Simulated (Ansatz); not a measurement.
**Structural relaxation of rutile SnO2, size series (96 atoms)**

How does rutile SnO2, size series (96 atoms) relax, and what do bonds, charges and levels look like afterwards?

Calculated with Ansatz 0.2.0; Kohn-Sham DFT, RPBE, PAW (set soft_2), plane waves.

Most raw output is cut from this account.

### Step 1. The structure

The cell holds 96 atoms: 32 Sn and 64 O. Its edges and angles: a = 9.474 Å, b = 9.474 Å, c = 12.744 Å, α = 90.0°, β = 90.0°, γ = 90.0°. It derives from SnO2 (rutile), repeated 2×2×4. Rutile SnO2 (cell 4.737, 4.737, 3.186, 90, 90, 90), 2 x 2 x 4 conventional cells; ideal positions.

What the set-up can't give: Only the Γ point is sampled, in a cell whose shortest periodic width is 9 Å.

### Step 2. Single point at the start

A single point comes first, to see the forces before anything moves.

The input, input.yaml:

```yaml
crystal:
  lattice:
    - [9.474, 0.0, 0.0]
    - [0.0, 9.474, 0.0]
    - [0.0, 0.0, 12.744]
  atoms:
    - { symbol: Sn, position: [0.0, 0.0, 0.0] }
    - { symbol: Sn, position: [0.25, 0.25, 0.125] }
    - { symbol: O, position: [0.1535, 0.1535, 0.0] }
    - { symbol: O, position: [0.3465, 0.3465, 0.0] }
    - { symbol: O, position: [0.0965, 0.4035, 0.125] }
    - { symbol: O, position: [0.4035, 0.0965, 0.125] }
    - { symbol: Sn, position: [0.0, 0.0, 0.25] }
    - { symbol: Sn, position: [0.25, 0.25, 0.375] }
    - { symbol: O, position: [0.1535, 0.1535, 0.25] }
    - { symbol: O, position: [0.3465, 0.3465, 0.25] }
    - { symbol: O, position: [0.0965, 0.4035, 0.375] }
    - { symbol: O, position: [0.4035, 0.0965, 0.375] }
    - { symbol: Sn, position: [0.0, 0.0, 0.5] }
    - { symbol: Sn, position: [0.25, 0.25, 0.625] }
    - { symbol: O, position: [0.1535, 0.1535, 0.5] }
    - { symbol: O, position: [0.3465, 0.3465, 0.5] }
    - { symbol: O, position: [0.0965, 0.4035, 0.625] }
    - { symbol: O, position: [0.4035, 0.0965, 0.625] }
    - { symbol: Sn, position: [0.0, 0.0, 0.75] }
    - { symbol: Sn, position: [0.25, 0.25, 0.875] }
    - { symbol: O, position: [0.1535, 0.1535, 0.75] }
    - { symbol: O, position: [0.3465, 0.3465, 0.75] }
    - { symbol: O, position: [0.0965, 0.4035, 0.875] }
    - { symbol: O, position: [0.4035, 0.0965, 0.875] }
    - { symbol: Sn, position: [0.0, 0.5, 0.0] }
    - { symbol: Sn, position: [0.25, 0.75, 0.125] }
    - { symbol: O, position: [0.1535, 0.6535, 0.0] }
    - { symbol: O, position: [0.3465, 0.8465, 0.0] }
    - { symbol: O, position: [0.0965, 0.9035, 0.125] }
    - { symbol: O, position: [0.4035, 0.5965, 0.125] }
    - { symbol: Sn, position: [0.0, 0.5, 0.25] }
    - { symbol: Sn, position: [0.25, 0.75, 0.375] }
    - { symbol: O, position: [0.1535, 0.6535, 0.25] }
    - { symbol: O, position: [0.3465, 0.8465, 0.25] }
    - { symbol: O, position: [0.0965, 0.9035, 0.375] }
    - { symbol: O, position: [0.4035, 0.5965, 0.375] }
    - { symbol: Sn, position: [0.0, 0.5, 0.5] }
    - { symbol: Sn, position: [0.25, 0.75, 0.625] }
    - { symbol: O, position: [0.1535, 0.6535, 0.5] }
    - { symbol: O, position: [0.3465, 0.8465, 0.5] }
    - { symbol: O, position: [0.0965, 0.9035, 0.625] }
    - { symbol: O, position: [0.4035, 0.5965, 0.625] }
    - { symbol: Sn, position: [0.0, 0.5, 0.75] }
    - { symbol: Sn, position: [0.25, 0.75, 0.875] }
    - { symbol: O, position: [0.1535, 0.6535, 0.75] }
    - { symbol: O, position: [0.3465, 0.8465, 0.75] }
    - { symbol: O, position: [0.0965, 0.9035, 0.875] }
    - { symbol: O, position: [0.4035, 0.5965, 0.875] }
    - { symbol: Sn, position: [0.5, 0.0, 0.0] }
    - { symbol: Sn, position: [0.75, 0.25, 0.125] }
    - { symbol: O, position: [0.6535, 0.1535, 0.0] }
    - { symbol: O, position: [0.8465, 0.3465, 0.0] }
    - { symbol: O, position: [0.5965, 0.4035, 0.125] }
    - { symbol: O, position: [0.9035, 0.0965, 0.125] }
    - { symbol: Sn, position: [0.5, 0.0, 0.25] }
    - { symbol: Sn, position: [0.75, 0.25, 0.375] }
    - { symbol: O, position: [0.6535, 0.1535, 0.25] }
    - { symbol: O, position: [0.8465, 0.3465, 0.25] }
    - { symbol: O, position: [0.5965, 0.4035, 0.375] }
    - { symbol: O, position: [0.9035, 0.0965, 0.375] }
    - { symbol: Sn, position: [0.5, 0.0, 0.5] }
    - { symbol: Sn, position: [0.75, 0.25, 0.625] }
    - { symbol: O, position: [0.6535, 0.1535, 0.5] }
    - { symbol: O, position: [0.8465, 0.3465, 0.5] }
    - { symbol: O, position: [0.5965, 0.4035, 0.625] }
    - { symbol: O, position: [0.9035, 0.0965, 0.625] }
    - { symbol: Sn, position: [0.5, 0.0, 0.75] }
    - { symbol: Sn, position: [0.75, 0.25, 0.875] }
    - { symbol: O, position: [0.6535, 0.1535, 0.75] }
    - { symbol: O, position: [0.8465, 0.3465, 0.75] }
    - { symbol: O, position: [0.5965, 0.4035, 0.875] }
    - { symbol: O, position: [0.9035, 0.0965, 0.875] }
    - { symbol: Sn, position: [0.5, 0.5, 0.0] }
    - { symbol: Sn, position: [0.75, 0.75, 0.125] }
    - { symbol: O, position: [0.6535, 0.6535, 0.0] }
    - { symbol: O, position: [0.8465, 0.8465, 0.0] }
    - { symbol: O, position: [0.5965, 0.9035, 0.125] }
    - { symbol: O, position: [0.9035, 0.5965, 0.125] }
    [... 12 atom lines left out ...]
    - { symbol: Sn, position: [0.5, 0.5, 0.75] }
    - { symbol: Sn, position: [0.75, 0.75, 0.875] }
    - { symbol: O, position: [0.6535, 0.6535, 0.75] }
    - { symbol: O, position: [0.8465, 0.8465, 0.75] }
    - { symbol: O, position: [0.5965, 0.9035, 0.875] }
    - { symbol: O, position: [0.9035, 0.5965, 0.875] }
kpoints:
  mp_grid: { grid: [1, 1, 1] }
hamiltonian:
  xc: rpbe
scf:
  occupations: { method: fixed }
output:
  forces: true
  stress: true
  populations: true
  dos:
    method: { smearing: { sigma: 0.1 } }
    de: 0.1
    projected: { site_lists: { O: [O], Sn: [Sn] } }
  eigenvalues: true
```

The run is started by

```sh
ansatz run input.yaml --threads 4 --pin off --max-ram 8192MiB --backend cpu --events-out ev --progress --plain --runs-dir out
```

It took 21 s on 4 threads of Arm Neoverse V2, shared host; peak memory 1.7 GiB; 80 s of CPU time.

Numbers from this run:

* free energy: -229467.0960 eV
* free energy per atom: -2390.2823 eV/atom
* SCF cycles: 7
* pressure: 15.25 GPa
* r.m.s. force component: 0.1274 eV/Å
* longest force: 0.2702 eV/Å
* Fermi energy: 9.688 eV
* gap (highest filled to lowest empty level): 1.371 eV
* spilling of the projection: 0.005104

The r.m.s. force component of 0.13 eV/Å and the pressure of 15 GPa set the starting point.

Length of the force by element:

| element | coordination | atoms | mean length of the force (eV/Å) | spread | least | most |
| --- | --- | --- | --- | --- | --- | --- |
| O | all | 64 | 0.270 | 0 | 0.270 | 0.270 |
| Sn | all | 32 | 0 | 0 | 0 | 0 |

### Step 3. Relaxation

With the cell held, the atoms are moved downhill towards a nearby minimum.

input.yaml, the sections that differ from step 2:

```yaml
output:
  forces: true
relax:
  f_tol: 0.03
  max_steps: 200
# crystal, kpoints, hamiltonian, scf: as in step 2
```

The job ended after 29 s (4 threads; peak memory 1.6 GiB; 1.8 min of CPU time).

Step by step:

| step | energy less that of the first step (eV) | largest force component (eV/Å) |
| --- | --- | --- |
| 1 | 0.0000 | 0.1911 |
| 2 | -0.0881 | 0.0471 |
| 3 | -0.0938 | 0.0003 |

The run keeps the 256 symmetry operations that it works with, so distortions that break them were not tested.

The atoms that moved most (Å):

| atom | dx | dy | dz | length |
| --- | --- | --- | --- | --- |
| O4 | 0.008 | 0.008 | 0.000 | 0.011 |
| O10 | 0.008 | 0.008 | 0.000 | 0.011 |
| O16 | 0.008 | 0.008 | 0.000 | 0.011 |
| O22 | 0.008 | 0.008 | 0.000 | 0.011 |
| O11 | 0.008 | -0.008 | 0.000 | 0.011 |
| O12 | -0.008 | 0.008 | 0.000 | 0.011 |
| O6 | -0.008 | 0.008 | 0.000 | 0.011 |
| O5 | 0.008 | -0.008 | 0.000 | 0.011 |

The relaxation changed the energy by -0.977 meV/atom, and atoms moved by 0.009 Å r.m.s., 0.011 Å at most.

### Step 4. Distances and neighbours after relaxation

Bonds before and after, by the cutoffs listed below:

| pair | bonds before | bonds after | mean before (Å) | mean after (Å) | spread before (Å) | spread after (Å) |
| --- | --- | --- | --- | --- | --- | --- |
| O-Sn | 192 | 192 | 2.053 | 2.054 | 0.002 | 0.006 |

Density 7.00 g/cm³, 11.92 Å³ an atom.

g(r), total and by pair (bins of 0.2 Å):

| r (Å) | total | O-O | O-Sn | Sn-Sn |
| --- | --- | --- | --- | --- |
| 2.00 | 4.48 | 0.00 | 10.05 | 0.00 |
| 2.20 | 0.00 | 0.00 | 0.00 | 0.00 |
| 2.40 | 0.00 | 0.00 | 0.00 | 0.00 |
| 2.60 | 0.46 | 1.03 | 0.00 | 0.00 |
| 2.80 | 0.00 | 0.00 | 0.00 | 0.00 |
| 3.00 | 2.96 | 6.65 | 0.00 | 0.00 |
| 3.20 | 0.94 | 1.41 | 0.00 | 2.82 |
| 3.40 | 0.54 | 1.21 | 0.00 | 0.00 |
| 3.60 | 0.99 | 0.00 | 2.23 | 0.00 |
| 3.80 | 1.80 | 0.00 | 2.00 | 8.20 |
| 4.00 | 0.19 | 0.43 | 0.00 | 0.00 |
| 4.20 | 1.79 | 0.83 | 3.19 | 0.00 |
| 4.40 | 0.00 | 0.00 | 0.00 | 0.00 |
| 4.60 | 0.87 | 1.30 | 0.65 | 0.00 |
| 4.80 | 1.94 | 1.27 | 2.44 | 2.55 |
| 5.00 | 1.49 | 2.21 | 1.15 | 0.00 |
| 5.20 | 0.24 | 0.53 | 0.00 | 0.00 |
| 5.40 | 0.88 | 1.97 | 0.00 | 0.00 |
| 5.60 | 0.80 | 0.00 | 1.80 | 0.00 |
| 5.80 | 1.53 | 1.74 | 0.00 | 6.83 |
| 6.00 | 1.42 | 1.59 | 1.59 | 0.00 |
| 6.20 | 0.67 | 0.00 | 1.49 | 0.00 |
| 6.40 | 0.55 | 0.35 | 0.70 | 0.70 |
| 6.60 | 0.71 | 0.64 | 0.64 | 1.27 |
| 6.80 | 0.82 | 1.84 | 0.00 | 0.00 |
| 7.00 | 0.77 | 0.00 | 1.73 | 0.00 |
| 7.20 | 1.10 | 0.82 | 1.67 | 0.00 |
| 7.40 | 2.54 | 3.11 | 2.08 | 2.06 |

Bonds by pair of elements; cutoffs follow the first minimum of g(r), held within bounds set by covalent radii, and pairs that aren't listed don't count as bonded:

| pair A-B | cutoff (Å) | bonds | mean length (Å) | spread (Å) | shortest (Å) | B about A | A about B |
| --- | --- | --- | --- | --- | --- | --- | --- |
| O-Sn | 2.48 | 192 | 2.05 | 0.006 | 2.05 | 3 | 6 |

How many atoms have how many bonded neighbours:

| element | mean | 3 | 6 |
| --- | --- | --- | --- |
| O | 3 | 64 | 0 |
| Sn | 6 | 0 | 32 |

Bond angles, per cent of each kind in bins of 5°:

| angle (°) | O-Sn-O | Sn-O-Sn |
| --- | --- | --- |
| 75–80 | 13.3 | 0.0 |
| 80–85 | 0.0 | 0.0 |
| 85–90 | 20.0 | 0.0 |
| 90–95 | 33.3 | 0.0 |
| 95–100 | 0.0 | 0.0 |
| 100–105 | 13.3 | 33.3 |
| 105–110 | 0.0 | 0.0 |
| 110–115 | 0.0 | 0.0 |
| 115–120 | 0.0 | 0.0 |
| 120–125 | 0.0 | 0.0 |
| 125–130 | 0.0 | 66.7 |
| 130–135 | 0.0 | 0.0 |
| 135–140 | 0.0 | 0.0 |
| 140–145 | 0.0 | 0.0 |
| 145–150 | 0.0 | 0.0 |
| 150–155 | 0.0 | 0.0 |
| 155–160 | 0.0 | 0.0 |
| 160–165 | 0.0 | 0.0 |
| 165–170 | 0.0 | 0.0 |
| 170–175 | 0.0 | 0.0 |
| 175–180 | 20.0 | 0.0 |

Bond angles (no mean is given where the spread exceeds 20°):

| angle | count | mean (°) | spread (°) |
| --- | --- | --- | --- |
| O-Sn-O | 480 | - | - |
| Sn-O-Sn | 192 | 120 | 13.2 |

Rings of the network by King's shortest-path rule, up to 12 atoms, one path for each pair of neighbours; H, halogens, alkali and alkaline-earth atoms are left out, and the last column divides by all other atoms, bonded or not:

| ring size (atoms) | rings | per network atom |
| --- | --- | --- |
| 4 | 32 | 0.333 |
| 6 | 128 | 1.33 |
| 8 | 88 | 0.917 |

Counting bonds as in the table, all O atoms have 3 and all Sn atoms have 6 bonded neighbours. Rings of 6 atoms are the most common (52 % of those counted); sizes run from 4 to 8.

### Step 5. Single point at the relaxed geometry

The electronic structure is read at the final geometry, in a run of its own.

The input, input.yaml:

```yaml
crystal:
  lattice:
    - [9.474, 0.0, 0.0]
    - [0.0, 9.474, 0.0]
    - [0.0, 0.0, 12.744]
  atoms:
    - { symbol: Sn, position: [1.0, 1.0, 1.0] }
    - { symbol: Sn, position: [0.25, 0.25, 0.125] }
    - { symbol: O, position: [0.15269, 0.15269, 1.0] }
    - { symbol: O, position: [0.34731, 0.34731, 1.0] }
    [... 86 atom lines left out ...]
    - { symbol: Sn, position: [0.5, 0.5, 0.75] }
    - { symbol: Sn, position: [0.75, 0.75, 0.875] }
    - { symbol: O, position: [0.65269, 0.65269, 0.75] }
    - { symbol: O, position: [0.84731, 0.84731, 0.75] }
    - { symbol: O, position: [0.59731, 0.90269, 0.875] }
    - { symbol: O, position: [0.90269, 0.59731, 0.875] }
kpoints:
  mp_grid: { grid: [1, 1, 1] }
hamiltonian:
  xc: rpbe
scf:
  occupations: { method: fixed }
output:
  forces: true
  stress: true
  populations: true
  dos:
    method: { smearing: { sigma: 0.1 } }
    de: 0.1
    projected: { site_lists: { O: [O], Sn: [Sn] } }
  eigenvalues: true
  write_density: true
  write_potential: true
  volumetric_format: npy
  elf: true
```

Elapsed: 22 s, on 4 threads; peak memory 1.7 GiB; 85 s of CPU time.

Read from the output:

```yaml
free_energy: -229467.1898 eV
free_energy_per_atom: -2390.2832 eV/atom
scf_cycles: 7
pressure: 14.88 GPa
r_m_s_force_component: 0.00019 eV/Å
longest_force: 0.0004 eV/Å
fermi_energy: 9.694 eV
spacing_of_highest_filled_and_lowest_empty_level: 1.334 eV
spilling_of_the_projection: 0.005096
```

Löwdin charges by element (they lack the spilled electrons, 0.044 e an atom on average):

| element | coordination | atoms | mean charge (e) | spread | least | most |
| --- | --- | --- | --- | --- | --- | --- |
| O | all | 64 | -0.824 | 0 | -0.824 | -0.824 |
| Sn | all | 32 | 1.78 | 0 | 1.78 | 1.78 |

Density of states as counts of states in windows of 1 eV (from the Fermi level), total and the larger projections:

| from (eV) | to (eV) | total | O p | Sn s | Sn p |
| --- | --- | --- | --- | --- | --- |
| -14 | -9 | 0.0 | 0.0 | 0.0 | 0.0 |
| -9 | -8 | 4.9 | 2.8 | 1.9 | 0.0 |
| -8 | -7 | 8.8 | 5.2 | 3.2 | 0.3 |
| -7 | -6 | 40.3 | 24.2 | 11.7 | 1.6 |
| -6 | -5 | 17.1 | 12.0 | 1.1 | 2.9 |
| -5 | -4 | 36.8 | 27.9 | 1.4 | 6.7 |
| -4 | -3 | 58.4 | 46.9 | 0.1 | 9.0 |
| -3 | -2 | 53.9 | 45.7 | 0.8 | 4.4 |
| -2 | -1 | 84.1 | 80.0 | 0.2 | 1.3 |
| -1 | 0 | 78.2 | 76.6 | 0.0 | 0.4 |
| 0 | 1 | 1.5 | 1.5 | 0.0 | 0.0 |
| 1 | 2 | 2.0 | 0.1 | 1.3 | 0.0 |
| 2 | 3 | 0.0 | 0.0 | 0.0 | 0.0 |
| 3 | 4 | 3.5 | 1.1 | 1.5 | 0.2 |
| 4 | 5 | 12.9 | 3.8 | 5.5 | 1.5 |

With fixed occupations the program's Fermi level is the highest filled level; weight inside the gap is the broadening of levels at its edges.

Between -22 and -14 eV lie 448 more states.

The levels nearest the highest filled one (over half full), pooled over k-points and spins:

| level less the highest filled one (eV) | occupation |
| --- | --- |
| -0.620 | 2 |
| -0.620 | 2 |
| -0.620 | 2 |
| -0.496 | 2 |
| -0.496 | 2 |
| 0 | 2 |
| 1.33 | 0 |
| 3.88 | 0 |
| 3.88 | 0 |
| 4.53 | 0 |
| 4.53 | 0 |
| 4.53 | 0 |

Valence density in the ab plane at fractional z = 0.000, with atoms of Sn and O within 0.2 Å of it. It is the smooth field of the valence electrons, not physical close to the nuclei.

Ten steps, logarithmic in the rise over the least value, from '_' (0 e/Å³) to '@' (14 e/Å³), each cell a mean:
```
@@##==..________....::==##@@%%**--..________..::--**%%
++==::..______..--====--==++++--..______..::====--==++
::....______..--**##**==--::::..________::++####**--::
____________..==##%%##++::..__________..--**%%%%**==..
____________..--++##**==..____________..::==**##++--..
____....::::..::------::________..::::....::----::..__
__..--==++==::........________::==++++--::......______
__::++##%%**==::____________..--**%%##++--..__________
..::++##%%##==..__________..::--**%%%%**--..________..
----==++**++--..______..::------==**++==::______..::--
##**==--::::..______..--**####++----::..________::==##
@@%%++::..__________..==%%@@@@**--..__________..--**@@
@@##==..________....::==##@@%%**--..________..::--**%%
++==::..______..--====--==++++--..______..::====--==++
::....______..--**##**==--::::..________::++####**--::
____________..==##%%##++::..__________..--**%%%%**==..
____________..--++##**==..____________..::==**##++--..
____....::::..::------::________..::::....::----::..__
__..--==++==::........________::==++++--::......______
__::++##%%**==::____________..--**%%##++--..__________
..::++##%%##==..__________..::--**%%%%**--..________..
----==++**++--..______..::------==**++==::______..::--
##**==--::::..______..--**####++----::..________::==##
@@%%++::..__________..==%%@@@@**--..__________..--**@@
```
Columns run along a (9.5 Å), rows up along b (9.5 Å). Atoms in or near the plane, at fractional coordinates: Sn at (0.00, 0.00), O at (0.15, 0.15), O at (0.35, 0.35), Sn at (0.00, 0.50), O at (0.15, 0.65), O at (0.35, 0.85), Sn at (0.50, 0.00), O at (0.65, 0.15), O at (0.85, 0.35), Sn at (0.50, 0.50), O at (0.65, 0.65), O at (0.85, 0.85).

ELF in the ab plane at fractional z = 0.000, with atoms of Sn and O within 0.2 Å of it. It is the smooth field of the valence electrons, not physical close to the nuclei.

Ten even steps from '0' (0.00) to '9' (0.84), each cell a mean:
```
002100013422000121000243210
222100269973212210004898522
111000489898311100016998962
000000488479610000016964983
000000268899610000014889983
013553125886200246421378851
048998411221002699862112100
169868830000003897786100000
159859940000012796797200001
226999830001222389996100112
012477410012101236752000121
002111000012000121100001210
002100013422000121000243210
222100269973212210004898522
111000489898311100016998962
000000488479610000016964983
000000268899610000014889983
013553125886200246421378851
048998411221002699862112100
169868830000003897786100000
159859940000012796797200001
226999830001222389996100112
012477410012101236752000121
002111000012000121100001210
```
Columns run along a (9.5 Å), rows up along b (9.5 Å). Atoms in or near the plane, at fractional coordinates: Sn at (0.00, 0.00), O at (0.15, 0.15), O at (0.35, 0.35), Sn at (0.00, 0.50), O at (0.15, 0.65), O at (0.35, 0.85), Sn at (0.50, 0.00), O at (0.65, 0.15), O at (0.85, 0.35), Sn at (0.50, 0.50), O at (0.65, 0.65), O at (0.85, 0.85).

Mean Löwdin charges: O -0.82, Sn +1.78 e (they miss 0.51 % of the electrons, so they add up to more than the cell's charge). The largest share in the top eV of filled states is O p (99 % of the projected weight), and in the lowest eV of empty states Sn s (65 % of the projected weight).

A closer look about O88, picked at random: 13 atoms, nearest first, numbered in the order of the input, with positions taken from that point.

| atom | x | y | z | distance (Å) | bonds | Löwdin charge (e) |
| --- | --- | --- | --- | --- | --- | --- |
| O88 | 0.00 | 0.00 | 0.00 | 0.00 | 3 | -0.82 |
| Sn13 | 1.45 | 1.45 | 0.00 | 2.05 | 6 | 1.78 |
| Sn80 | -0.92 | -0.92 | -1.59 | 2.06 | 6 | 1.78 |
| Sn86 | -0.92 | -0.92 | 1.59 | 2.06 | 6 | 1.78 |
| O87 | -1.84 | -1.84 | 0.00 | 2.61 | 3 | -0.82 |
| O35 | 2.37 | 0.52 | -1.59 | 2.90 | 3 | -0.82 |
| O41 | 2.37 | 0.52 | 1.59 | 2.90 | 3 | -0.82 |
| O60 | 0.52 | 2.37 | -1.59 | 2.90 | 3 | -0.82 |
| O66 | 0.52 | 2.37 | 1.59 | 2.90 | 3 | -0.82 |
| O83 | -2.37 | 0.52 | -1.59 | 2.90 | 3 | -0.82 |
| O84 | 0.52 | -2.37 | -1.59 | 2.90 | 3 | -0.82 |
| O89 | -2.37 | 0.52 | 1.59 | 2.90 | 3 | -0.82 |
| O90 | 0.52 | -2.37 | 1.59 | 2.90 | 3 | -0.82 |

The column of bonds counts only the pairs O-Sn within 2.48 Å; other neighbours, such as metal atoms beside each other in a compound, aren't counted, and periodic images can show an atom twice.

### Step 6. Summary of results

```
energy change in the relaxation                  : -0.977 meV/atom
r.m.s. displacement                              : 0.009 Å
largest displacement                             : 0.011 Å
free energy per atom                             : -2390.2832 eV/atom
density                                          : 7.001 g/cm³
pressure                                         : 14.88 GPa
r.m.s. force component                           : 0.00019 eV/Å
gap (highest filled to lowest empty level) : 1.334 eV
wall time of the 3 DFT runs                      : 73 s
```

Relaxation lowers the energy by 0.977 meV/atom and moves atoms by 0.009 Å r.m.s.; the r.m.s. force component goes from 0.13 to 1.9e-4 eV/Å, the pressure goes from 15 to 15 GPa, and the gap from 1.37 to 1.33 eV. By the final cutoffs no bond was broken or made. From the first step to the last the energy fell by 0.094 eV, and the largest move was 0.011 Å (O4, with 63 other atoms within 2 % of it). Counting bonds as in the table, all O atoms have 3 and all Sn atoms have 6 bonded neighbours. The highest filled and lowest empty levels differ by 1.33 eV at Γ alone; the mesh holds the band edges only if they fold onto it, so the gap at this level can be narrower or closed, while semilocal functionals tend to narrow gaps against experiment.

What to keep in mind: The pressure of 15 GPa shows the cell to be compressed for this functional.

[Logs are printed without paths, hosts, clocks, repeated set-up lines and the standing remarks that a program may print on its own settings, such as how far it seeks lower states.]

[Hosts, paths, dates, database ids (printed as entryN), source tags and the programs' standing remarks are cut or masked in the printed files.]
